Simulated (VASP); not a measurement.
## ZrSe2: band structure with LDA

**Experimental background.**

“Stress-Tuned Optical Transitions in Layered 1T-MX2 (M= Hf, Zr, Sn; X= S, Se) Crystals”, 2022, arxiv:2210.12074 quotes, for a bulk crystal of ZrSe2: band gap 1.2 eV (indirect).

Crystal: ZrSe2.

```
Zr Se
1.0
     3.73854    0.00000    0.00000
    -1.86927    3.23767    0.00000
     0.00000    0.00000    6.03219
Zr Se
1 2
Direct
  0.00000 0.00000 0.00000
  0.33333 0.66667 0.26500
  0.66667 0.33333 0.73500
```

* Program: VASP 6.6.1
* Task: band structure
* Functional: LDA
* Potentials or basis: VASP PAW LDA potentials, release 64 (Zr_sv, Se)
* Cutoff: 520 eV
* k mesh: 9 × 9 × 5
* Occupations: gaussian, width 0.03 eV
* Spin: no spin polarisation
* Further INCAR settings: ALGO = Normal; EDIFF = 1e-07; NBANDS = 19

| Item | Value |
| --- | --- |
| Pressure | -2.7 GPa |
| Largest force | 0.306 eV/Å |
| Band gap along the path | none (metal or under the smearing width) |

Forces in eV/Å, atoms in the order of the input:
```
Zr   0.000  0.000  0.000
Se   0.000  0.000 -0.306
Se   0.000  0.000  0.306
```

Levels at the corners of the path, in eV from the Fermi level:
| point | band 8 | band 9 | band 10 | band 11 | band 12 | band 13 | band 14 | band 15 | band 16 | band 17 |
| --- | --- | --- | --- | --- | --- | --- | --- | --- | --- | --- |
| Γ | -2.72 | -2.72 | -0.06 | -0.06 | 0.05 | 0.91 | 0.91 | 1.19 | 3.98 | 3.98 |
| M | -3.13 | -2.96 | -2.54 | -2.49 | -1.52 | 0.23 | 2.49 | 2.90 | 4.59 | 5.01 |
| M | -3.13 | -2.96 | -2.54 | -2.49 | -1.52 | 0.23 | 2.49 | 2.90 | 4.59 | 5.01 |
| K | -3.85 | -3.85 | -2.52 | -2.52 | -1.86 | 1.68 | 2.50 | 2.50 | 3.90 | 3.90 |
| K | -3.85 | -3.85 | -2.52 | -2.52 | -1.86 | 1.68 | 2.50 | 2.50 | 3.90 | 3.90 |
| Γ | -2.72 | -2.72 | -0.06 | -0.06 | 0.05 | 0.91 | 0.91 | 1.19 | 3.98 | 3.98 |
| Γ | -2.72 | -2.72 | -0.06 | -0.06 | 0.05 | 0.91 | 0.91 | 1.19 | 3.98 | 3.98 |
| A | -2.64 | -2.64 | -2.58 | -0.33 | -0.33 | 0.87 | 0.87 | 1.69 | 4.56 | 4.56 |
| A | -2.64 | -2.64 | -2.58 | -0.33 | -0.33 | 0.87 | 0.87 | 1.69 | 4.56 | 4.56 |
| L | -4.02 | -2.83 | -2.79 | -1.01 | -1.00 | -0.02 | 2.48 | 2.88 | 4.17 | 4.59 |
| L | -4.02 | -2.83 | -2.79 | -1.01 | -1.00 | -0.02 | 2.48 | 2.88 | 4.17 | 4.59 |
| H | -4.01 | -3.47 | -2.79 | -2.17 | -2.17 | 1.74 | 1.90 | 1.90 | 4.96 | 4.96 |
| H | -4.01 | -3.47 | -2.79 | -2.17 | -2.17 | 1.74 | 1.90 | 1.90 | 4.96 | 4.96 |
| A | -2.64 | -2.64 | -2.58 | -0.33 | -0.33 | 0.87 | 0.87 | 1.69 | 4.56 | 4.56 |
| L | -4.02 | -2.83 | -2.79 | -1.01 | -1.00 | -0.02 | 2.48 | 2.88 | 4.17 | 4.59 |
| M | -3.13 | -2.96 | -2.54 | -2.49 | -1.52 | 0.23 | 2.49 | 2.90 | 4.59 | 5.01 |
| K | -3.85 | -3.85 | -2.52 | -2.52 | -1.86 | 1.68 | 2.50 | 2.50 | 3.90 | 3.90 |
| H | -4.01 | -3.47 | -2.79 | -2.17 | -2.17 | 1.74 | 1.90 | 1.90 | 4.96 | 4.96 |

Run time: 61 s on 2 MPI ranks on Intel(R) Xeon(R) Platinum 8488C (Sapphire Rapids) (shared host), peak memory 0.22 GiB a rank.

Measured gap of ZrSe2: 1.2 eV (indirect; quoted in “Stress-Tuned Optical Transitions in Layered 1T-MX2 (M= Hf, Zr, Sn; X= S, Se) Crystals”, 2022, arxiv:2210.12074). This calculation gives 0.00 eV (-1.20 eV). So large a miss can be the level of theory's own, or it may mean another phase, state or a wrong row. Spin-orbit coupling on Se, Zr is left out. The value is that of LDA, without temperature or zero-point motion. Semilocal functionals fall short of measured gaps as a rule.
